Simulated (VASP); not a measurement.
# MoS2 in VASP: single point with LDA

Aim: the single point of MoS2 with LDA.

Everything below comes from runs of VASP 6.6.1. Logs are shortened: lines on timing, memory, paths and dates and some standing lists are left out, and cuts for length are marked.

## 1. Starting point

The cell holds a sheet with vacuum, 6 atoms: a = 3.160 Å, b = 3.160 Å, c = 27.277 Å, α = 90.00°, β = 90.00°, γ = 120.00°.

The cell was built by a generator and needn't be a form met in nature.

## 2. Single point, LDA

The input, INCAR:

```
PREC = Accurate ; ENCUT = 520
EDIFF = 1E-7 ; ISMEAR = -1
SIGMA = 0.05 ; LREAL = F
LASPH = T ; NELM = 60
ALGO = Normal ; ISIF = 2
LWAVE = F ; LCHARG = F
GGA = CA
```

The input, KPOINTS:

```
regular mesh
0
Gamma
  12 12 1
```

The input, POSCAR:

```
MoS2
1.0
    3.1600000000      0.0000000000      0.0000000000
   -1.5800000000      2.7366400000      0.0000000000
    0.0000000000      0.0000000000     27.2770000000
S Mo
4 2
Direct
    0.6666670000      0.3333330000      0.3319690000
    0.6666670000      0.3333330000      0.4465860000
    0.3333330000      0.6666670000      0.5534140000
    0.3333330000      0.6666670000      0.6680310000
    0.3333330000      0.6666670000      0.3893170000
    0.6666670000      0.3333330000      0.6106830000
```

Potentials or basis: VASP PAW LDA potentials, release 64 (S, Mo_sv).

Launch:

```sh
$ cat potpaw_LDA.64/S/POTCAR potpaw_LDA.64/Mo_sv/POTCAR > POTCAR
$ mpirun -np 1 vasp_std > vasp.out
```

OUTCAR:

```text
PREC = Accurate
   ENCUT = 520
   EDIFF = 1E-7
   ISMEAR = -1
   LREAL = F
   LASPH = T
   NELM = 60
   ISIF = 2
   GGA = CA

 ion  position               nearest neighbor table
   1  0.667  0.333  0.332-   5 2.40   5 2.40   5 2.40
   2  0.667  0.333  0.447-   5 2.40   5 2.40   5 2.40
   3  0.333  0.667  0.553-   6 2.40   6 2.40   6 2.40
   4  0.333  0.667  0.668-   6 2.40   6 2.40   6 2.40
   5  0.333  0.667  0.389-   2 2.40   2 2.40   2 2.40   1 2.40   1 2.40   1 2.40
   6  0.667  0.333  0.611-   3 2.40   3 2.40   3 2.40   4 2.40   4 2.40   4 2.40

  LATTYP: Found a hexagonal cell.
 ALAT       =     3.1600000000
 C/A-ratio  =     8.6319620253

  Lattice vectors:

 A1 = (   3.1600000000,   0.0000000000,   0.0000000000)
 A2 = (  -1.5800000000,   2.7366400000,   0.0000000000)
 A3 = (   0.0000000000,   0.0000000000,  27.2770000000)

Analysis of symmetry for initial positions (statically):
=====================================================================
 Subroutine PRICEL returns:
 Original cell was already a primitive cell.

 Routine SETGRP: Setting up the symmetry group for a
 hexagonal supercell.

 Subroutine GETGRP returns: Found 12 space group operations
 (whereof 12 operations were pure point group operations)
 out of a pool of 24 trial point group operations.

The static configuration has the point symmetry D_3d.

Analysis of symmetry for dynamics (positions and initial velocities):
=====================================================================
 Subroutine PRICEL returns:
 Original cell was already a primitive cell.

 Routine SETGRP: Setting up the symmetry group for a
 hexagonal supercell.

 Subroutine GETGRP returns: Found 12 space group operations
 (whereof 12 operations were pure point group operations)
 out of a pool of 24 trial point group operations.

The dynamic configuration has the point symmetry D_3d.

 Subroutine INISYM returns: Found 12 space group operations
 (whereof 12 operations are pure point group operations),
 and found     1 'primitive' translations

----------------------------------------------------------------------------------------

                                     Primitive cell

  volume of cell :     235.8856

  direct lattice vectors                    reciprocal lattice vectors
     3.160000000  0.000000000  0.000000000     0.316455696  0.182705800  0.000000000
    -1.580000000  2.736640000  0.000000000     0.000000000  0.365411600  0.000000000
     0.000000000  0.000000000 27.277000000     0.000000000  0.000000000  0.036660923

  length of vectors
     3.160000000  3.159999761 27.277000000     0.365411572  0.365411600  0.036660923

  position of ions in fractional coordinates (direct lattice)
     0.666667000  0.333333000  0.331969000
     0.666667000  0.333333000  0.446586000
     0.333333000  0.666667000  0.553414000
     0.333333000  0.666667000  0.668031000
     0.333333000  0.666667000  0.389317000
     0.666667000  0.333333000  0.610683000

  ion indices of the primitive-cell ions
   primitive index   ion index
                 1           1
                 2           2
                 3           3
                 4           4
                 5           5
                 6           6

----------------------------------------------------------------------------------------

 KPOINTS: regular mesh

Automatic generation of k-mesh.
 Grid dimensions read from file:
 generate k-points for:   12   12    1

 Generating k-lattice:

  Cartesian coordinates                     Fractional coordinates (reciprocal lattice)
     0.026371308  0.015225483  0.000000000     0.083333333 -0.000000000  0.000000000
     0.000000000  0.030450967  0.000000000     0.000000000  0.083333333  0.000000000
     0.000000000  0.000000000  0.036660923     0.000000000  0.000000000  1.000000000

  Length of vectors
     0.030450964  0.030450967  0.036660923

  Shift w.r.t. Gamma in fractional coordinates (k-lattice)
     0.000000000  0.000000000  0.000000000

 Subroutine IBZKPT returns following result:
 ===========================================

 Found     19 irreducible k-points:

 Following reciprocal coordinates:
            Coordinates               Weight
  0.000000  0.000000  0.000000      1.000000
  0.083333  0.000000  0.000000      6.000000
  0.166667  0.000000  0.000000      6.000000
  0.250000  0.000000  0.000000      6.000000
  0.333333  0.000000  0.000000      6.000000
  0.416667  0.000000  0.000000      6.000000
[... 11 lines left out ...]
  0.333333  0.250000  0.000000     12.000000
  0.333333  0.333333  0.000000      2.000000
   k-points           NKPTS =     19   k-points in BZ     NKDIM =     19   number of bands    NBANDS=     31
   number of dos      NEDOS =    301   number of ions     NIONS =      6
   total plane-waves  NPLWV = 120960
   dimension x,y,z NGX =    24 NGY =   24 NGZ =  210
   dimension x,y,z NGXF=    48 NGYF=   48 NGZF=  420
   ions per type =               4   2
   NGX,Y,Z   is equivalent  to a cutoff of  12.63, 12.63, 12.80 a.u.
   NGXF,Y,Z  is equivalent  to a cutoff of  25.25, 25.25, 25.60 a.u.
 SYSTEM =  unknown system
   PREC   = accura    normal or accurate (medium, high low for compatibility)
   ISTART =      0    job   : 0-new  1-cont  2-samecut
   ICHARG =      2    charge: 1-file 2-atom 10-const
   ISPIN  =      1    spin polarized calculation?
   LNONCOLLINEAR =      F non collinear calculations
   LSORBIT =      F    spin-orbit coupling
   LASPH  =      T    aspherical Exc in radial PAW
   ENCUT  =  520.0 eV  38.22 Ry    6.18 a.u.   5.88  5.88 50.72*2*pi/ulx,y,z
   NELM   =     60;   NELMIN=  2; NELMDL= -5     # of ELM steps
   EDIFF  = 0.1E-06   stopping-criterion for ELM
   LREAL  =      F    real-space projection
   EDIFFG = 0.1E-05   stopping-criterion for IOM
   NSW    =      0    number of steps for IOM
   IBRION =     -1    ionic relax: 0-MD 1-quasi-New 2-CG
   NFREE  =      0    steps in history (QN), initial steepest desc. (CG)
   ISIF   =      2    stress and relaxation
   ISYM   =      2    0-nonsym 1-usesym 2-fastsym
   POTIM  = 0.5000    time-step for ionic-motion
   TEBEG  =    0.0;   TEEND  =   0.0 temperature during run
   PSTRESS=    0.0 pullay stress
   NELECT =      52.0000    total number of electrons
   NUPDOWN=      -1.0000    fix difference up-down
   EMIN   =  10.00;   EMAX   =-10.00  energy-range for DOS
   EFERMI =   0.00;   METHOD = LEGACY
   ISMEAR =    -1;   SIGMA  =   0.05  broadening in eV -4-tet -1-fermi 0-gaus
   EFERMI_NEDOS =   21; number of points for ismear=-14 and -15
   IALGO  =     38    algorithm
   IMIX   =      4    mixing-type and parameters
     AMIX     =   0.40;   BMIX     =  1.00
     AMIX_MAG =   1.60;   BMIX_MAG =  1.00
  volume/ion in A,a.u.               =      39.31       265.31
  Fermi-wavevector in a.u.,A,eV,Ry     =   0.988953  1.868850 13.306870  0.978027
  Thomas-Fermi vector in A             =   2.120516
   LORBIT       =      0    0 simple, 1 ext, 2 COOP (PROOUT), +10 PAW based schemes
   GGA     = CA    functional components
   LHFCALC =     F    Hartree Fock is set to
   AEXX    =    0.0000 exact exchange contribution
   IVDW    =     0    specifies the selected vdW correction
   LEPSILON=     F    determine dielectric tensor
   LRPA    =     F    only Hartree local field effects (RPA)
 non-spin polarized calculation
  energy-cutoff  :      520.00
  volume of cell :      235.89
 maximum number of plane-waves:      6384
 NGX is ok and might be reduce to    24
   NGX = 11   NGY = 11   NGZ =101

 number of electron      51.9999997 magnetization

 Free energy of the ion-electron system (eV)
  ---------------------------------------------------
  ext. energy  EPLUGINS =         0.00000000
  ---------------------------------------------------
  free energy    TOTEN  =       -48.80083792 eV

  energy without entropy =      -48.80083721  energy(sigma->0) =      -48.80083756

 E-fermi :   0.7403     XC(G=0):  -5.3793

 val. band max:        0.2220024551   @ k =   0.0000   0.0000   0.0000
 cond. band min:       1.3564797730   @ k =   0.1667   0.1667   0.0000
 fundamental gap:      1.1344773178
 Fermi energy:         0.7403020943

 k-point     1 :       0.0000    0.0000    0.0000
  band No.  band energies     occupation
      1     -60.7964      2.00000
      2     -60.7964      2.00000
      3     -35.1556      2.00000
      4     -35.1555      2.00000
      5     -34.9091      2.00000
      6     -34.9091      2.00000
[... 23 lines left out ...]
     30       2.4969      0.00000
     31       2.6984      0.00000

 k-point     2 :       0.0833    0.0000    0.0000
  band No.  band energies     occupation
      1     -60.7935      2.00000
      2     -60.7935      2.00000
      3     -35.1501      2.00000
      4     -35.1500      2.00000
      5     -34.9373      2.00000
      6     -34.9373      2.00000
[... 23 lines left out ...]
     30       2.5222      0.00000
     31       2.5407      0.00000

 k-point     3 :       0.1667    0.0000    0.0000
  band No.  band energies     occupation
      1     -60.7858      2.00000
      2     -60.7858      2.00000
      3     -35.1350      2.00000
      4     -35.1350      2.00000
      5     -35.0135      2.00000
      6     -35.0135      2.00000
[... 23 lines left out ...]
     30       2.2694      0.00000
     31       2.4165      0.00000

 k-point     4 :       0.2500    0.0000    0.0000
  band No.  band energies     occupation
      1     -60.7751      2.00000
      2     -60.7751      2.00000
      3     -35.1162      2.00000
      4     -35.1162      2.00000
      5     -35.1144      2.00000
      6     -35.1144      2.00000
[... 465 lines left out ...]
     30       2.5953      0.00000
     31       2.6287      0.00000

 k-point    18 :       0.3333    0.2500    0.0000
  band No.  band energies     occupation
      1     -60.7499      2.00000
      2     -60.7499      2.00000
      3     -35.2470      2.00000
      4     -35.2470      2.00000
      5     -35.1222      2.00000
      6     -35.1222      2.00000
[... 23 lines left out ...]
     30       2.9549      0.00000
     31       2.9890      0.00000

 k-point    19 :       0.3333    0.3333    0.0000
  band No.  band energies     occupation
      1     -60.7484      2.00000
      2     -60.7484      2.00000
      3     -35.2162      2.00000
      4     -35.2162      2.00000
      5     -35.1700      2.00000
      6     -35.1700      2.00000
[... 23 lines left out ...]
     30       2.9711      0.00000
     31       3.2555      0.00000

------------------------ aborting loop because EDIFF is reached ----------------------------------------

  FORCE on cell =-STRESS in cart. coord.  units (eV):
  Direction    XX          YY          ZZ          XY          YZ          ZX
  --------------------------------------------------------------------------------------
  -------------------------------------------------------------------------------------
  Total       -3.1658555     -3.1658549     -2.7295803      0.0000000      0.0000000      0.0000000
  in kB      -21.5030625    -21.5030582    -18.5398022      0.0000000      0.0000000      0.0000000
  external PRESSURE =     -20.5153076 kB  Pullay stress =       0.0000000 kB

 VOLUME and BASIS-vectors are now :
 -----------------------------------------------------------------------------
  energy-cutoff  :      520.00
  volume of cell :      235.89
      direct lattice vectors                 reciprocal lattice vectors
     3.160000000  0.000000000  0.000000000     0.316455696  0.182705800  0.000000000
    -1.580000000  2.736640000  0.000000000     0.000000000  0.365411600  0.000000000
     0.000000000  0.000000000 27.277000000     0.000000000  0.000000000  0.036660923

 POSITION                                       TOTAL-FORCE (eV/Angst)
 -----------------------------------------------------------------------------------
      1.58000      0.91221      9.05512        -0.000000      0.000000      0.467574
      1.58000      0.91221     12.18153         0.000000      0.000000     -0.382930
     -0.00000      1.82443     15.09547         0.000000     -0.000000      0.382930
     -0.00000      1.82443     18.22188         0.000000     -0.000000     -0.467574
     -0.00000      1.82443     10.61940        -0.000000     -0.000000     -0.081800
      1.58000      0.91221     16.65760         0.000000      0.000000      0.081800
 -----------------------------------------------------------------------------------
    total drift:                                0.000000      0.000000      0.000000

  FREE ENERGIE OF THE ION-ELECTRON SYSTEM (eV)
  ---------------------------------------------------
  free  energy   TOTEN  =       -48.8008379151 eV

  energy  without entropy=      -48.8008372061  energy(sigma->0) =      -48.80083756
```

It took 3.4 min on 1 thread of Intel Xeon Platinum 8488C (Sapphire Rapids), shared host; peak memory 0.32 GiB.

What came out:

```yaml
Free_energy: -48.8008 eV
Largest_force: 0.468 eV/Å
Band_gap_on_the_k_mesh: 1.13 eV, indirect (least direct gap 1.71 eV)
```

Forces in eV/Å, atoms in the order of the input:
```
S    0.000  0.000  0.468
S    0.000  0.000 -0.383
S    0.000  0.000  0.383
S    0.000  0.000 -0.468
Mo   0.000  0.000 -0.082
Mo   0.000  0.000  0.082
```
